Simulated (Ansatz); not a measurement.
# In2Sb3 and its competing phases

These are results of DFT PBE, scalar-relativistic, plane waves, PAW in Ansatz 0.2.0, not measurements. Settings: cutoff 420 eV, Γ-centred meshes spaced at most about 0.3 Å⁻¹, and about 0.25 Å⁻¹ or finer for metals (2π included), Gaussian smearing. No spin polarisation.

Formation energies are uncorrected and refer to the elements' standard structures at the same level.

Temperature and zero-point effects are left out. Spin–orbit coupling, which can matter for Sb, is left out.

The competitors are the elements and 1 reference phase of this chemical system (from databases or known types: InSb), relaxed at the same level; other known phases may be missing.

The candidate was reached from: random cell.

```cif
data_structure
_symmetry_space_group_name_H-M 'P 1'
_symmetry_Int_Tables_number 1
_cell_length_a 5.6785
_cell_length_b 5.6785
_cell_length_c 5.6785
_cell_angle_alpha 90.000
_cell_angle_beta 90.000
_cell_angle_gamma 90.000
_cell_volume 183.11
loop_
_atom_site_label
_atom_site_type_symbol
_atom_site_fract_x
_atom_site_fract_y
_atom_site_fract_z
_atom_site_occupancy
In1 In 0.00000 0.00000 0.00000 1
In2 In 0.50000 0.50000 0.50000 1
Sb1 Sb 0.50000 0.00000 0.00000 1
Sb2 Sb 0.00000 0.50000 0.00000 1
Sb3 Sb 0.00000 0.00000 0.50000 1
```

The lowest competing mixture at this composition:

```tsv
phase	space group	source	share of atoms	ΔE_f (eV/atom)
Sb	-	element	0.2000	-0.0015
InSb	F-43m (No. 216)	Materials Project	0.8000	-0.128
```

The lowest database cell of Sb (-0.0015) lies slightly below the reference, hence the non-zero entry.

Problem. What are the hull's energy here, the candidate's formation energy and its margin?

Solution. The hull lies at -0.103 eV/atom, the weighted sum of the last column. The candidate has 0.627 eV/atom, which is 0.73 eV/atom above it. The candidate matches no cell in the subsets of the Crystallography Open Database and the Materials Project at hand. The margin is far too high for a likely synthesis.
